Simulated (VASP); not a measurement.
# La2O3 (P-3m1) in VASP: a series of runs, part 2 of 3

VASP 6.6.1. Earlier steps stand in the parts before.

## Step 3: Dielectric tensor, LDA

INCAR

```
ALGO = Normal
EDIFF = 1E-8
ENCUT = 520
GGA = CA
ISIF = 2
ISMEAR = 0
LASPH = True
LCHARG = False
LEPSILON = True
LREAL = False
LWAVE = False
NELM = 60
PREC = Accurate
SIGMA = 0.05
```

KPOINTS

```
k-points
0
Gamma
  6 6 4
```

POSCAR

```
La2O3
1.0
    3.9380000000      0.0000000000      0.0000000000
   -1.9690000000      3.4104080401      0.0000000000
    0.0000000000      0.0000000000      6.1360000000
La O
2 3
Direct
    0.3333333333      0.6666666667      0.2454000000
    0.6666666667      0.3333333333      0.7546000000
    0.3333333333      0.6666666667      0.6471000000
    0.6666666667      0.3333333333      0.3529000000
    0.0000000000      0.0000000000      0.0000000000
```

Potentials or basis: VASP PAW LDA potentials, release 64 (La, O).

The run is started by

```
cat potpaw_LDA.64/La/POTCAR potpaw_LDA.64/O/POTCAR > POTCAR
mpirun -np 1 vasp_std > vasp.out
```

OUTCAR:

```text
EDIFF = 1E-8
   ENCUT = 520
   GGA = CA
   ISIF = 2
   ISMEAR = 0
   LASPH = True
   LEPSILON = True
   LREAL = False
   NELM = 60
   PREC = Accurate

 ion  position               nearest neighbor table
   1  0.333  0.667  0.245-   4 2.37   4 2.37   4 2.37   3 2.46   5 2.73   5 2.73   5 2.73
   2  0.667  0.333  0.755-   3 2.37   3 2.37   3 2.37   4 2.46   5 2.73   5 2.73   5 2.73
   3  0.333  0.667  0.647-   2 2.37   2 2.37   2 2.37   1 2.46
   4  0.667  0.333  0.353-   1 2.37   1 2.37   1 2.37   2 2.46
   5  0.000  0.000  0.000-   1 2.73   2 2.73   1 2.73   2 2.73   2 2.73   1 2.73

  LATTYP: Found a hexagonal cell.
 ALAT       =     3.9380000000
 C/A-ratio  =     1.5581513459

  Lattice vectors:

 A1 = (   3.9380000000,   0.0000000000,   0.0000000000)
 A2 = (  -1.9690000000,   3.4104080401,   0.0000000000)
 A3 = (   0.0000000000,   0.0000000000,   6.1360000000)

Analysis of symmetry for initial positions (statically):
=====================================================================
 Subroutine PRICEL returns:
 Original cell was already a primitive cell.

 Routine SETGRP: Setting up the symmetry group for a
 hexagonal supercell.

 Subroutine GETGRP returns: Found 12 space group operations
 (whereof 12 operations were pure point group operations)
 out of a pool of 24 trial point group operations.

The static configuration has the point symmetry D_3d.

Analysis of symmetry for dynamics (positions and initial velocities):
=====================================================================
 Subroutine PRICEL returns:
 Original cell was already a primitive cell.

 Routine SETGRP: Setting up the symmetry group for a
[... 846 lines left out ...]
           0.000000     0.000000     5.014764
 ------------------------------------------------------

 Free energy of the ion-electron system (eV)
  ---------------------------------------------------
  ---------------------------------------------------
  free energy    TOTEN  =        -0.92677814 eV

  energy without entropy =       -0.92677814

------------------------ aborting loop because EDIFF is reached ----------------------------------------

--------------------------------------- Ionic step        2  -------------------------------------------

------------------------ aborting loop because EDIFF is reached ----------------------------------------

--------------------------------------- Ionic step        3  -------------------------------------------

 Free energy of the ion-electron system (eV)
  ---------------------------------------------------
  ---------------------------------------------------
  free energy    TOTEN  =        -0.89967022 eV

  energy without entropy =       -0.89967022

------------------------ aborting loop because EDIFF is reached ----------------------------------------

 PIEZOELECTRIC TENSOR FIELD DIRECTION 3  (e Angst)
 -----------------------------------------------------------------------------
     0.00246 -0.00000  0.00000           (  0.00002  0.00000  0.00000)
     0.00000  0.00246 -0.00000           (  0.00000  0.00002  0.00000)
     0.00000 -0.00000 -0.00665           (  0.00000  0.00000 -0.00014)

 PIEZOELECTRIC TENSOR FIELD DIRECTION 3  (C/m^2)
 -----------------------------------------------------------------------------
     0.00048 -0.00000  0.00000
     0.00000  0.00048 -0.00000
     0.00000 -0.00000 -0.00129

 MACROSCOPIC STATIC DIELECTRIC TENSOR (including local field effects in DFT)
 ------------------------------------------------------
           4.875326    -0.000000     0.000000
           0.000000     4.875326    -0.000000
           0.000000     0.000000     4.761360
 ------------------------------------------------------

 PIEZOELECTRIC TENSOR (including local field effects)  for field in x, y, z        (e  Angst)
          XX          YY          ZZ          XY          YZ          ZX
  --------------------------------------------------------------------------------
  x     0.00000     0.00000     0.00000     0.00000     0.00000     0.00000
  y     0.00000     0.00000     0.00000     0.00000     0.00000     0.00000
  z     0.00000     0.00000     0.00000     0.00000     0.00000     0.00000

 PIEZOELECTRIC TENSOR (including local field effects)  for field in x, y, z        (C/m^2)
          XX          YY          ZZ          XY          YZ          ZX
  --------------------------------------------------------------------------------
  x     0.00000     0.00000     0.00000     0.00000     0.00000     0.00000
  y     0.00000     0.00000     0.00000     0.00000     0.00000     0.00000
  z     0.00000     0.00000     0.00000     0.00000     0.00000     0.00000

 BORN EFFECTIVE CHARGES (including local field effects) (in |e|, cummulative output)
 ---------------------------------------------------------------------------------
 ion    1
    1     4.20065     0.00000    -0.00000
    2     0.00000     4.20065     0.00000
    3    -0.00000     0.00000     3.79296
 ion    2
    1     4.20065     0.00000    -0.00000
    2     0.00000     4.20065     0.00000
    3     0.00000     0.00000     3.79296
 ion    3
    1    -2.85216     0.00000     0.00000
    2     0.00000    -2.85216     0.00000
    3     0.00000    -0.00000    -2.51488
 ion    4
    1    -2.85216     0.00000     0.00000
    2     0.00000    -2.85216     0.00000
    3     0.00000    -0.00000    -2.51488
 ion    5
    1    -2.69699     0.00000     0.00000
    2     0.00000    -2.69699     0.00000
    3    -0.00000     0.00000    -2.55616
```

OSZICAR:

```text
N       E                     dE             d eps       ncg     rms          rms(c)
DAV:   1     0.466495852944E+03    0.46650E+03   -0.15866E+04  1160   0.259E+03
DAV:   2     0.894261964078E+02   -0.37707E+03   -0.37160E+03  1672   0.409E+02
[... 12 lines left out ...]
RMM:  24    -0.899671638608E+00    0.24320E-05    0.49752E-07  2858   0.310E-03    0.715E-05
RMM:  25    -0.899671964200E+00   -0.32559E-06    0.41030E-07  2541   0.283E-03    0.113E-04
RMM:  26    -0.899672007535E+00   -0.43334E-07    0.10152E-07  2399   0.263E-03    0.149E-04
RMM:  27    -0.899670011904E+00    0.19956E-05   -0.22252E-06  2601   0.250E-03    0.276E-04
RMM:  28    -0.899670196280E+00   -0.18438E-06   -0.41215E-07  2358   0.233E-03    0.282E-04
RMM:  29    -0.899670306126E+00   -0.10985E-06    0.20649E-06  2191   0.224E-03    0.294E-04
RMM:  30    -0.899670222205E+00    0.83920E-07    0.43618E-06  2164   0.216E-03    0.325E-04
```

stdout:

```text
POSCAR found type information on POSCAR LaO
 POSCAR found :  2 types and       5 ions
 scaLAPACK will be used
 LDA part: xc-table for (Slater(with rela. corr.)+CA(PZ))
 , standard interpolation
 POSCAR, INCAR and KPOINTS ok, starting setup
 FFT: planning ... GRIDC
 FFT: planning ... GRID_SOFT
 FFT: planning ... GRID
 WAVECAR not read
 entering main loop
[... 22 lines left out ...]
  Direction:   3
 dielectric tensor                  component  3 :     0.094    -0.024     5.015
 Linear response to external field, progress :
  Direction:   1
 dielectric tensor                  component  1 :     4.875    -0.016     0.045
 Linear response to external field, progress :
  Direction:   2
 dielectric tensor                  component  2 :    -0.016     4.875    -0.000
 Linear response to external field, progress :
  Direction:   3
 dielectric tensor                  component  3 :     0.101    -0.025     4.761
 Born effective charges drift removed
```

Run time: 19 min. Hardware: 1 thread of Intel Xeon 6975P-C (Granite Rapids), shared host; peak memory 0.41 GiB.

What came out:

```
Band gap on the k mesh                  : 3.74 eV, indirect (least direct gap 3.82 eV)
Electronic dielectric tensor (diagonal) : 4.88, 4.88, 4.76
Born charges (mean of the diagonal)     : La +4.06; O -2.74, -2.65 e
```

Levels at points of the mesh, in eV from the valence-band top:
```csv
k point,band 18,band 19,band 20,band 21,band 22,band 23
"(0.00, 0.00, 0.00)",-0.37,-0.37,-0.10,4.13,4.48,4.48
"(0.50, 0.00, 0.00)",-0.62,-0.41,-0.28,3.74,4.56,5.01
"(0.00, 0.00, 0.50)",-0.81,-0.28,-0.28,4.54,4.60,4.60
"(0.50, 0.00, 0.50)",-0.71,-0.34,0.00,4.28,4.48,4.90
```

Electronic dielectric tensor:
```
4.88 0.00 0.00
0.00 4.88 0.00
0.00 0.00 4.76
```

Born effective charge tensors (e):
atom 1, La
```
4.20 0.00 0.00
0.00 4.20 0.00
0.00 0.00 3.79
```
atom 2, La
```
4.20 0.00 0.00
0.00 4.20 0.00
0.00 0.00 3.79
```
atom 3, O
```
-2.85  0.00  0.00
 0.00 -2.85  0.00
 0.00  0.00 -2.51
```
atom 4, O
```
-2.85  0.00  0.00
 0.00 -2.85  0.00
 0.00  0.00 -2.51
```
atom 5, O
```
-2.70  0.00  0.00
 0.00 -2.70  0.00
 0.00  0.00 -2.56
```

Caveat: spin-orbit coupling is left out, which moves the levels of the heavy elements.

## Step 4: Optical spectrum, PBE

INCAR

```
PREC = Accurate
ENCUT = 520
EDIFF = 1E-7
ISMEAR = 0
SIGMA = 0.05
LREAL = False
LASPH = True
NELM = 100
ALGO = Fast
ISIF = 2
LWAVE = False
LCHARG = False
GGA = PE
LOPTICS = True
NBANDS = 68
NEDOS = 1000
CSHIFT = 0.1
```

KPOINTS

```
regular mesh
0
Gamma
  8 8 5
```

POSCAR is that of step 3.

Potentials or basis: VASP PAW PBE potentials, release 64 (La, O).

The run is started by

```
cat potpaw_PBE.64/La/POTCAR potpaw_PBE.64/O/POTCAR > POTCAR
mpirun -np 1 vasp_std > vasp.out
```

OUTCAR:

```text
PREC = Accurate
   ENCUT = 520
   EDIFF = 1E-7
   ISMEAR = 0
   LREAL = False
   LASPH = True
   NELM = 100
   ISIF = 2
   GGA = PE

 ion  position               nearest neighbor table
   1  0.333  0.667  0.245-   4 2.37   4 2.37   4 2.37   3 2.46   5 2.73   5 2.73   5 2.73
   2  0.667  0.333  0.755-   3 2.37   3 2.37   3 2.37   4 2.46   5 2.73   5 2.73   5 2.73
[... 1199 lines left out ...]
     2.14988     5.30229     5.30229     5.18361    -0.00000    -0.00000    -0.00000
     2.86651     5.69289     5.69289     5.57402    -0.00000    -0.00000    -0.00000
     3.58314     6.43867     6.43867     6.32551    -0.00000    -0.00000    -0.00000
[... 92 lines left out ...]
    70.22955     0.88911     0.88911     0.88930     0.00000     0.00000     0.00000
    70.94618     0.89153     0.89153     0.89172     0.00000     0.00000     0.00000

  frequency dependent IMAGINARY DIELECTRIC FUNCTION (independent particle, no local field effects) current-current
     E(ev)      X         Y         Z        XY        YZ        ZX
  --------------------------------------------------------------------------------------------------------------
     0.00000    10.94948    10.94948    10.62434    -0.00000    -0.00000    -0.00000
     0.71663     1.11570     1.11570     1.08302    -0.00000    -0.00000    -0.00000
     1.43326     0.59218     0.59218     0.57562    -0.00000    -0.00000    -0.00000
     2.14988     0.44104     0.44104     0.42988    -0.00000    -0.00000    -0.00000
     2.86651     0.39956     0.39956     0.39143    -0.00000    -0.00000    -0.00000
     3.58314     0.45818     0.45818     0.45428    -0.00000    -0.00000    -0.00000
[... 92 lines left out ...]
    70.22955     0.00003     0.00003     0.00003    -0.00000     0.00000    -0.00000
    70.94618     0.00003     0.00003     0.00003    -0.00000     0.00000    -0.00000

  frequency dependent      REAL DIELECTRIC FUNCTION (independent particle, no local field effects) current-current
     E(ev)        X           Y           Z          XY          YZ          ZX
  --------------------------------------------------------------------------------------------------------------
     0.00000     4.92012     4.92012     4.80364    -0.00000    -0.00000    -0.00000
     0.71663     4.95693     4.95693     4.84015    -0.00000    -0.00000    -0.00000
     1.43326     5.07512     5.07512     4.95750    -0.00000    -0.00000    -0.00000
     2.14988     5.29845     5.29845     5.17978    -0.00000    -0.00000    -0.00000
     2.86651     5.68792     5.68792     5.56904    -0.00000    -0.00000    -0.00000
     3.58314     6.43050     6.43050     6.31722    -0.00000    -0.00000    -0.00000
[... 92 lines left out ...]
    70.22955     0.88911     0.88911     0.88930    -0.00000     0.00000     0.00000
    70.94618     0.89154     0.89154     0.89172    -0.00000     0.00000     0.00000
```

OSZICAR:

```text
N       E                     dE             d eps       ncg     rms          rms(c)
DAV:   1     0.363378771286E+03    0.36338E+03   -0.13320E+04  8080   0.910E+02
DAV:   2     0.915101737796E+01   -0.35423E+03   -0.27242E+03  5960   0.198E+02
DAV:   3    -0.435749654219E+02   -0.52726E+02   -0.48861E+02  5852   0.809E+01
DAV:   4    -0.473872910181E+02   -0.38123E+01   -0.37125E+01  8156   0.194E+01
[... 11 lines left out ...]
RMM:  16    -0.418215832453E+02   -0.12363E-05   -0.12078E-05 10478   0.687E-03    0.341E-03
RMM:  17    -0.418215834927E+02   -0.24740E-06   -0.44934E-06 10069   0.433E-03    0.195E-03
RMM:  18    -0.418215835132E+02   -0.20501E-07   -0.19350E-06  9287   0.296E-03    0.640E-04
RMM:  19    -0.418215836224E+02   -0.10918E-06   -0.86038E-07  8247   0.203E-03    0.849E-04
RMM:  20    -0.418215836142E+02    0.82132E-08   -0.40644E-07  7122   0.152E-03
   1 F= -.41821584E+02 E0= -.41821584E+02  d E =-.106875E-13
 imaginary and real dielectric function
```

Wall time 3.9 min (1 thread of Intel Xeon 6975P-C (Granite Rapids), shared host); peak memory 0.47 GiB.

Results:

- Free energy: -41.8216 eV
- Pressure: 0.5 GPa
- Largest force: 0.128 eV/Å
- Band gap on the k mesh: 3.89 eV, indirect (least direct gap 4.07 eV)

Forces in eV/Å, atoms in the order of the input:
```
La   0.000  0.000  0.128
La   0.000  0.000 -0.128
O    0.000  0.000 -0.022
O    0.000  0.000  0.022
O    0.000  0.000  0.000
```

Levels at points of the mesh, in eV from the valence-band top:
| k point | band 18 | band 19 | band 20 | band 21 | band 22 | band 23 |
| --- | --- | --- | --- | --- | --- | --- |
| (0.00, 0.00, 0.00) | -0.33 | -0.33 | -0.07 | 4.35 | 4.61 | 4.61 |
| (0.50, 0.00, 0.00) | -0.60 | -0.38 | -0.25 | 3.89 | 4.72 | 5.17 |

Dielectric function (mean over the directions given):
| energy (eV) | real part | imaginary part |
| --- | --- | --- |
| 0.29 | 4.89 | 0.00 |
| 0.93 | 4.95 | 0.01 |
| 1.58 | 5.07 | 0.03 |
| 2.29 | 5.32 | 0.05 |
| 2.94 | 5.71 | 0.08 |
| 3.65 | 6.52 | 0.17 |
| 4.30 | 8.15 | 1.54 |
| 5.02 | 7.65 | 3.99 |
| 5.66 | 6.45 | 5.54 |
| 6.38 | 4.39 | 5.90 |
| 7.02 | 4.20 | 5.82 |
| 7.74 | 1.72 | 5.47 |
| 8.38 | 2.33 | 4.59 |
| 9.10 | 1.61 | 5.63 |
| 9.75 | -0.32 | 7.00 |
| 10.46 | -2.29 | 3.33 |
| 11.11 | -1.42 | 1.68 |
| 11.82 | -0.71 | 1.19 |
| 12.47 | -0.16 | 0.82 |
| 13.19 | 0.43 | 0.48 |
| 13.83 | 1.01 | 0.66 |
| 14.55 | 1.31 | 0.95 |
| 15.19 | 1.58 | 0.83 |
| 15.91 | 1.57 | 1.30 |
| 16.55 | 1.60 | 1.29 |
| 17.27 | 2.33 | 1.65 |
| 17.92 | 1.51 | 2.60 |
| 18.63 | 1.02 | 2.29 |
| 19.28 | 1.14 | 2.18 |
| 19.99 | 1.00 | 2.14 |

Caveat: spectra need much finer meshes, so this one isn't converged; independent-particle spectra lack excitons; spin-orbit coupling is left out, which moves the levels of the heavy elements; an odd mesh through Γ misses points on the zone boundary, where band edges often lie.

(Part 2 of 3 ends here.)
